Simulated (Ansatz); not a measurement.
# Where the states of Hf lie

```xyz
2
Lattice="3.1967 0.0000 0.0000 -1.5983 2.7684 0.0000 0.0000 0.0000 5.0578" Properties=species:S:1:pos:R:3 pbc="T T T"
Hf    0.0000    1.8456    1.2645
Hf    1.5983    0.9228    3.7934
```

The cell is COD entry 9008501, as deposited and not checked against the literature; nothing was relaxed.

Spin–orbit coupling is left out, though it moves levels of the heavy atoms by tenths of an eV or more.

Level of theory: DFT, PBE, all-electron LAPW, scalar-relativistic in Ansatz 0.2.0.

The runs use a Γ-centred 13×13×7 k mesh, Fermi–Dirac smearing of 0.05 eV, basis error target 0.5 meV/atom, no spin polarisation.

States per eV and cell, averaged over 0.4 eV, from -7.4 to 4.4 eV, with energies (bin centres) from the Fermi level; empty bins are left out. The partial columns, the largest 4 alone, are projections on Löwdin-orthogonalised atomic shells (those that the program's projection atoms carry: the occupied ones and, for some elements, an empty d or f shell; other empty shells have no column), summed over atoms of an element. Weights on diffuse s and p shells depend on that basis and aren't pure angular character.

| E (eV) | total | Hf 5d | Hf 6s | Hf 5p | Hf 5s |
| --- | --- | --- | --- | --- | --- |
| -7.3 | 0.03 | 0.00 | 0.02 | 0.00 | 0.00 |
| -6.9 | 0.11 | 0.00 | 0.10 | 0.00 | 0.01 |
| -6.5 | 0.16 | 0.00 | 0.15 | 0.00 | 0.01 |
| -6.1 | 0.21 | 0.01 | 0.19 | 0.00 | 0.01 |
| -5.7 | 0.29 | 0.03 | 0.24 | 0.01 | 0.01 |
| -5.3 | 0.32 | 0.04 | 0.26 | 0.01 | 0.01 |
| -4.9 | 0.39 | 0.08 | 0.29 | 0.01 | 0.01 |
| -4.5 | 0.51 | 0.14 | 0.34 | 0.01 | 0.01 |
| -4.1 | 0.68 | 0.27 | 0.39 | 0.01 | 0.01 |
| -3.7 | 1.21 | 0.70 | 0.46 | 0.02 | 0.01 |
| -3.3 | 1.37 | 0.92 | 0.41 | 0.02 | 0.01 |
| -2.9 | 1.41 | 1.05 | 0.32 | 0.02 | 0.01 |
| -2.5 | 1.70 | 1.43 | 0.23 | 0.02 | 0.01 |
| -2.1 | 1.82 | 1.65 | 0.13 | 0.02 | 0.00 |
| -1.7 | 1.43 | 1.34 | 0.06 | 0.02 | 0.00 |
| -1.3 | 2.37 | 2.18 | 0.10 | 0.03 | 0.00 |
| -0.9 | 3.23 | 2.89 | 0.17 | 0.04 | 0.00 |
| -0.5 | 1.74 | 1.57 | 0.08 | 0.02 | 0.00 |
| -0.1 | 1.32 | 1.16 | 0.05 | 0.01 | 0.00 |
| 0.3 | 2.98 | 2.66 | 0.14 | 0.02 | 0.00 |
| 0.7 | 3.53 | 3.08 | 0.20 | 0.02 | 0.01 |
| 1.1 | 2.93 | 2.46 | 0.19 | 0.02 | 0.01 |
| 1.5 | 3.12 | 2.89 | 0.10 | 0.01 | 0.00 |
| 1.9 | 2.13 | 2.01 | 0.04 | 0.01 | 0.00 |
| 2.3 | 1.04 | 0.99 | 0.02 | 0.00 | 0.00 |
| 2.7 | 1.20 | 1.16 | 0.01 | 0.00 | 0.00 |
| 3.1 | 1.33 | 1.27 | 0.02 | 0.00 | 0.00 |
| 3.5 | 1.25 | 1.19 | 0.03 | 0.00 | 0.00 |
| 3.9 | 1.31 | 1.23 | 0.04 | 0.00 | 0.00 |
| 4.3 | 1.57 | 1.45 | 0.08 | 0.00 | 0.00 |

(1) Which of the resolved shells contributes most within 0.3 eV of the Fermi level?

(2) Where is the centre of the filled Hf 5d states between -14 eV and the top of the filled states?

## Answers

(1) Hf 5d, with 89 % of all states there; Hf 6s follows with 4 %.

(2) -1.83 eV from the Fermi level.
